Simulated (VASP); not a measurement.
# SnSe in VASP: further runs

Aim: see how the results for SnSe move with the level of theory and the settings. Levels: RPBE+D3, RPBE+D3(BJ). Tasks: relaxation of the atoms.

Everything below comes from runs of VASP 6.6.1. Logs are shortened: lines on timing, memory, paths and dates and some standing lists are left out, and cuts for length are marked.

### 1 The structure

The cell holds a slab with vacuum, 8 atoms: a = 4.310 Å, b = 4.318 Å, c = 23.896 Å, α = 90.00°, β = 90.00°, γ = 90.00°.

### 2 Relaxation of the atoms, RPBE+D3

Contents of INCAR:

```
SYSTEM = SnSe
ALGO = Normal
DIPOL = 0.5 0.5 0.500
EDIFF = 1E-6
EDIFFG = -0.01
ENCUT = 520
GGA = RP
IBRION = 2
IDIPOL = 3
ISIF = 2
ISMEAR = -1
IVDW = 11
LASPH = .True.
LCHARG = .False.
LDIPOL = .True.
LREAL = .False.
LWAVE = .False.
NELM = 80
NSW = 40
PREC = Accurate
SIGMA = 0.05
```

Contents of KPOINTS:

```
k-points
0
Gamma
  5 5 1
  0 0 0
```

Contents of POSCAR:

```
SnSe
1.0
    4.3100000000      0.0000000000      0.0000000000
    0.0000000000      4.3180000000      0.0000000000
    0.0000000000      0.0000000000     23.8958000000
Sn Se
4 4
Selective dynamics
Direct
    0.5000000000      0.2500000000      0.3138626872  F F F
    0.0000000000      0.7500000000      0.4412197959  F F F
    0.0000000000      0.2500000000      0.5587802041  T T T
    0.5000000000      0.7500000000      0.6861373128  T T T
    0.0000000000      0.7500000000      0.3256187280  F F F
    0.5000000000      0.2500000000      0.4294637551  F F F
    0.5000000000      0.7500000000      0.5705362449  T T T
    0.0000000000      0.2500000000      0.6743812720  T T T
```

Potentials or basis: VASP PAW PBE potentials, release 64 (Sn_d, Se).

Command:

```
> cat potpaw_PBE.64/Sn_d/POTCAR potpaw_PBE.64/Se/POTCAR > POTCAR
> mpirun -np 1 vasp_std > vasp.out
```

OUTCAR:

```text
SYSTEM = SnSe
   EDIFF = 1E-6
   EDIFFG = -0.01
   ENCUT = 520
   GGA = RP
   IBRION = 2
   ISIF = 2
   ISMEAR = -1
   IVDW = 11
   LASPH = .True.
   LREAL = .False.
   NELM = 80
   NSW = 40
   PREC = Accurate
 IVDW          = 11

 ion  position               nearest neighbor table
   1  0.500  0.250  0.314-   6 2.76   5 3.06   5 3.06   5 3.06   5 3.06
   2  0.000  0.750  0.441-   5 2.76   6 3.06   6 3.06   6 3.06   6 3.06   3 3.54   3 3.54
   3  0.000  0.250  0.559-   8 2.76   7 3.06   7 3.06   7 3.06   7 3.06   2 3.54   2 3.54
   4  0.500  0.750  0.686-   7 2.76   8 3.06   8 3.06   8 3.06   8 3.06
   5  0.000  0.750  0.326-   2 2.76   1 3.06   1 3.06   1 3.06   1 3.06
   6  0.500  0.250  0.429-   1 2.76   2 3.06   2 3.06   2 3.06   2 3.06
   7  0.500  0.750  0.571-   4 2.76   3 3.06   3 3.06   3 3.06   3 3.06
   8  0.000  0.250  0.674-   3 2.76   4 3.06   4 3.06   4 3.06   4 3.06

  LATTYP: Found a simple orthorhombic cell.
 ALAT       =     4.3100000000
 B/A-ratio  =     1.0018561485
 C/A-ratio  =     5.5442691415

  Lattice vectors:

 A1 = (   4.3100000000,   0.0000000000,   0.0000000000)
 A2 = (   0.0000000000,   4.3180000000,   0.0000000000)
 A3 = (   0.0000000000,   0.0000000000,  23.8958000000)

Analysis of symmetry for initial positions (statically):
=====================================================================
 Subroutine PRICEL returns:
 Original cell was already a primitive cell.

 Routine SETGRP: Setting up the symmetry group for a
 simple orthorhombic supercell.

 Subroutine GETGRP returns: Found  8 space group operations
 (whereof  4 operations were pure point group operations)
 out of a pool of  8 trial point group operations.

The static configuration has the point symmetry C_2h.
 The point group associated with its full space group is D_2h.

Analysis of symmetry for dynamics (positions and initial velocities):
=====================================================================
 Subroutine PRICEL returns:
 Original cell was already a primitive cell.

 Routine SETGRP: Setting up the symmetry group for a
 simple orthorhombic supercell.

 Subroutine GETGRP returns: Found  8 space group operations
 (whereof  4 operations were pure point group operations)
 out of a pool of  8 trial point group operations.

The dynamic configuration has the point symmetry C_2h.
 The point group associated with its full space group is D_2h.

Analysis of constrained symmetry for selective dynamics:
=====================================================================
 Subroutine PRICEL returns:
 Original cell was already a primitive cell.

 Routine SETGRP: Setting up the symmetry group for a
 simple orthorhombic supercell.

 Subroutine GETGRP returns: Found  4 space group operations
 (whereof  2 operations were pure point group operations)
 out of a pool of  8 trial point group operations.

The constrained configuration has the point symmetry C_1h.
 The point group associated with its full space group is C_2v.

 Subroutine INISYM returns: Found  4 space group operations
 (whereof  2 operations are pure point group operations),
 and found     1 'primitive' translations

----------------------------------------------------------------------------------------

                                     Primitive cell

  volume of cell :     444.7147

  direct lattice vectors                    reciprocal lattice vectors
     4.310000000  0.000000000  0.000000000     0.232018561  0.000000000  0.000000000
     0.000000000  4.318000000  0.000000000     0.000000000  0.231588698  0.000000000
     0.000000000  0.000000000 23.895800000     0.000000000  0.000000000  0.041848358

  length of vectors
     4.310000000  4.318000000 23.895800000     0.232018561  0.231588698  0.041848358

  position of ions in fractional coordinates (direct lattice)
     0.500000000  0.250000000  0.313862687
     0.000000000  0.750000000  0.441219796
     0.000000000  0.250000000  0.558780204
     0.500000000  0.750000000  0.686137313
     0.000000000  0.750000000  0.325618728
     0.500000000  0.250000000  0.429463755
     0.500000000  0.750000000  0.570536245
[... 25 lines left out ...]
     0.000000000  0.046317740  0.000000000     0.000000000  0.200000000  0.000000000
     0.000000000  0.000000000  0.041848358     0.000000000  0.000000000  1.000000000

  Length of vectors
     0.046403712  0.046317740  0.041848358

  Shift w.r.t. Gamma in fractional coordinates (k-lattice)
     0.000000000  0.000000000  0.000000000

 Subroutine IBZKPT returns following result:
 ===========================================

 Found      9 irreducible k-points:

 Following reciprocal coordinates:
            Coordinates               Weight
  0.000000  0.000000  0.000000      1.000000
  0.200000  0.000000  0.000000      2.000000
  0.400000  0.000000  0.000000      2.000000
  0.000000  0.200000  0.000000      2.000000
  0.200000  0.200000  0.000000      4.000000
  0.400000  0.200000  0.000000      4.000000
  0.000000  0.400000  0.000000      2.000000
  0.200000  0.400000  0.000000      4.000000
  0.400000  0.400000  0.000000      4.000000
   k-points           NKPTS =      9   k-points in BZ     NKDIM =      9   number of bands    NBANDS=     48
   number of dos      NEDOS =    301   number of ions     NIONS =      8
   total plane-waves  NPLWV = 184320
   dimension x,y,z NGX =    32 NGY =   32 NGZ =  180
   dimension x,y,z NGXF=    64 NGYF=   64 NGZF=  360
   ions per type =               4   4
   NGX,Y,Z   is equivalent  to a cutoff of  12.34, 12.32, 12.52 a.u.
   NGXF,Y,Z  is equivalent  to a cutoff of  24.69, 24.64, 25.05 a.u.
 SYSTEM =  SnSe
   PREC   = accura    normal or accurate (medium, high low for compatibility)
   ISTART =      0    job   : 0-new  1-cont  2-samecut
   ICHARG =      2    charge: 1-file 2-atom 10-const
   ISPIN  =      1    spin polarized calculation?
   LNONCOLLINEAR =      F non collinear calculations
   LSORBIT =      F    spin-orbit coupling
   LASPH  =      T    aspherical Exc in radial PAW
   ENCUT  =  520.0 eV  38.22 Ry    6.18 a.u.   8.01  8.03 44.43*2*pi/ulx,y,z
   NELM   =     80;   NELMIN=  2; NELMDL= -5     # of ELM steps
   EDIFF  = 0.1E-05   stopping-criterion for ELM
   LREAL  =      F    real-space projection
   EDIFFG = -.1E-01   stopping-criterion for IOM
   NSW    =     40    number of steps for IOM
   IBRION =      2    ionic relax: 0-MD 1-quasi-New 2-CG
   NFREE  =      1    steps in history (QN), initial steepest desc. (CG)
   ISIF   =      2    stress and relaxation
   ISYM   =      2    0-nonsym 1-usesym 2-fastsym
   POTIM  = 0.5000    time-step for ionic-motion
   TEBEG  =    0.0;   TEEND  =   0.0 temperature during run
   PSTRESS=    0.0 pullay stress
   NELECT =      80.0000    total number of electrons
   NUPDOWN=      -1.0000    fix difference up-down
   EMIN   =  10.00;   EMAX   =-10.00  energy-range for DOS
   EFERMI =   0.00;   METHOD = LEGACY
   ISMEAR =    -1;   SIGMA  =   0.05  broadening in eV -4-tet -1-fermi 0-gaus
   EFERMI_NEDOS =   21; number of points for ismear=-14 and -15
   IALGO  =     38    algorithm
   IMIX   =      4    mixing-type and parameters
     AMIX     =   0.40;   BMIX     =  1.00
     AMIX_MAG =   1.60;   BMIX_MAG =  1.00
  volume/ion in A,a.u.               =      55.59       375.14
  Fermi-wavevector in a.u.,A,eV,Ry     =   0.924154  1.746398 11.620199  0.854061
  Thomas-Fermi vector in A             =   2.049869
   LORBIT       =      0    0 simple, 1 ext, 2 COOP (PROOUT), +10 PAW based schemes
   GGA     = RP    functional components
   LHFCALC =     F    Hartree Fock is set to
   AEXX    =    0.0000 exact exchange contribution
   IVDW    =    11    specifies the selected vdW correction
   LEPSILON=     F    determine dielectric tensor
   LRPA    =     F    only Hartree local field effects (RPA)
 conjugate gradient relaxation of ions
 non-spin polarized calculation
  energy-cutoff  :      520.00
  volume of cell :      444.71
 maximum number of plane-waves:     12020
   NGX = 17   NGY = 17   NGZ = 89

--------------------------------------- Ionic step        1  -------------------------------------------

 number of electron      80.0000046 magnetization

 Free energy of the ion-electron system (eV)
  ---------------------------------------------------
  ext. energy  EPLUGINS =         0.00000000
  ---------------------------------------------------
  free energy    TOTEN  =       -30.00979379 eV

  energy without entropy =      -30.00976834  energy(sigma->0) =      -30.00978106

------------------------ aborting loop because EDIFF is reached ----------------------------------------

 Edisp (eV)   -2.37790

 E8    (eV) :    -0.5837
[... 123 lines left out ...]
  FREE ENERGIE OF THE ION-ELECTRON SYSTEM (eV)
  ---------------------------------------------------
  free  energy   TOTEN  =       -32.3932450212 eV

  energy  without entropy=      -32.3932238831  energy(sigma->0) =      -32.39323445

 dipolmoment           0.000000      0.000000     -0.000243 electrons x Angstroem

 vacuum level on the upper side and lower side of the slab       (xc-potential included)         0.003        -0.012

[... ionic steps 4 to 19 ...]

--------------------------------------- Ionic step       20  -------------------------------------------

 number of electron      80.0000038 magnetization

------------------------ aborting loop because EDIFF is reached ----------------------------------------
[... 87 lines left out ...]
--------------------------------------- Ionic step       22  -------------------------------------------

 number of electron      80.0000041 magnetization

 dipolmoment           0.000000      0.000000      0.000913 electrons x Angstroem

 Free energy of the ion-electron system (eV)
  ---------------------------------------------------
  ext. energy  EPLUGINS =         0.00000000
  ---------------------------------------------------
  free energy    TOTEN  =       -30.04733473 eV

  energy without entropy =      -30.04730582  energy(sigma->0) =      -30.04732028

 E-fermi :   0.8640     XC(G=0):  -5.1956

 val. band max:        0.4035942438   @ k =   0.4000   0.0000   0.0000
 cond. band min:       1.3166620264   @ k =   0.0000   0.4000   0.0000
 fundamental gap:      0.9130677826
 Fermi energy:         0.8640468496

 k-point     1 :       0.0000    0.0000    0.0000
  band No.  band energies     occupation
      1     -20.9929      2.00000
      2     -20.9795      2.00000
      3     -20.9646      2.00000
      4     -20.9518      2.00000
      5     -20.9483      2.00000
      6     -20.9425      2.00000
[... 448 lines left out ...]
     47       4.9408      0.00000
     48       5.0091      0.00000

------------------------ aborting loop because EDIFF is reached ----------------------------------------

 vacuum level on the upper side and lower side of the slab       (xc-potential included)        -0.133        -0.063

 Edisp (eV)   -2.35217

 E8    (eV) :    -0.5809

  FORCE on cell =-STRESS in cart. coord.  units (eV):
  Direction    XX          YY          ZZ          XY          YZ          ZX
  --------------------------------------------------------------------------------------
  -------------------------------------------------------------------------------------
  Total       1.01572     0.91828    -0.72404     0.00000     0.00000     0.00000
  in kB       3.65934     3.30831    -2.60851     0.00000     0.00000     0.00000
  external pressure =        1.45 kB  Pullay stress =        0.00 kB
[... 23 lines left out ...]
  FREE ENERGIE OF THE ION-ELECTRON SYSTEM (eV)
  ---------------------------------------------------
  free  energy   TOTEN  =       -32.3995029390 eV

  energy  without entropy=      -32.3994740218  energy(sigma->0) =      -32.39948848

 reached required accuracy - stopping structural energy minimisation

 vacuum level on the upper side and lower side of the slab         4.497         4.550
```

Run time: 24 min. Hardware: 1 thread of Intel Xeon Platinum 8488C (Sapphire Rapids), shared host; peak memory 0.56 GiB.

Results:

```yaml
Free_energy: -32.3995 eV
Energy_gained_by_relaxing: 1.5 meV/atom
Ionic_steps: 22
Band_gap_on_the_k_mesh: 0.91 eV, indirect (least direct gap 0.96 eV)
Dispersion_energy_per_atom: -0.294 eV
```

Step by step:
```
step  energy change (eV)  largest force (eV/Å)  pressure (GPa)
   1              0.0000                0.2170            0.12
   2             -0.0034                0.2140            0.15
   3             -0.0055                0.2101            0.21
   4             -0.0056                0.2095            0.22
   5             -0.0061                0.2080            0.22
   6             -0.0072                0.2046            0.21
   7             -0.0083                0.1980            0.20
   8             -0.0087                0.1970            0.20
   9             -0.0096                0.1955            0.19
  10             -0.0098                0.1928            0.18
  11             -0.0099                0.1941            0.18
  12             -0.0101                0.1926            0.19
  13             -0.0104                0.1890            0.19
  14             -0.0108                0.1825            0.18
  15             -0.0107                0.1699            0.18
  16             -0.0109                0.1777            0.18
  17             -0.0112                0.1743            0.17
  18             -0.0113                0.1710            0.15
  19             -0.0115                0.1677            0.15
  20             -0.0117                0.1625            0.15
  21             -0.0118                0.1602            0.15
  22             -0.0118                0.1605            0.15
```

Final structure:
```cif
data_structure
_symmetry_space_group_name_H-M 'P 1'
_symmetry_Int_Tables_number 1
_cell_length_a 4.3100
_cell_length_b 4.3180
_cell_length_c 23.8958
_cell_angle_alpha 90.000
_cell_angle_beta 90.000
_cell_angle_gamma 90.000
_cell_volume 444.71
loop_
_atom_site_label
_atom_site_type_symbol
_atom_site_fract_x
_atom_site_fract_y
_atom_site_fract_z
_atom_site_occupancy
Sn1 Sn 0.50000 0.25000 0.31386 1
Sn2 Sn 0.00000 0.75000 0.44122 1
Sn3 Sn 0.00000 0.25000 0.56485 1
Sn4 Sn 0.50000 0.75000 0.68842 1
Se1 Se 0.00000 0.75000 0.32562 1
Se2 Se 0.50000 0.25000 0.42946 1
Se3 Se 0.50000 0.75000 0.57401 1
Se4 Se 0.00000 0.25000 0.67941 1
```

Caveat: the PAW data sets were made with another functional, which shifts forces and pressure a little; spin-orbit coupling is left out, which moves the levels of the heavy elements.

(Continued in part 2 of 2.)
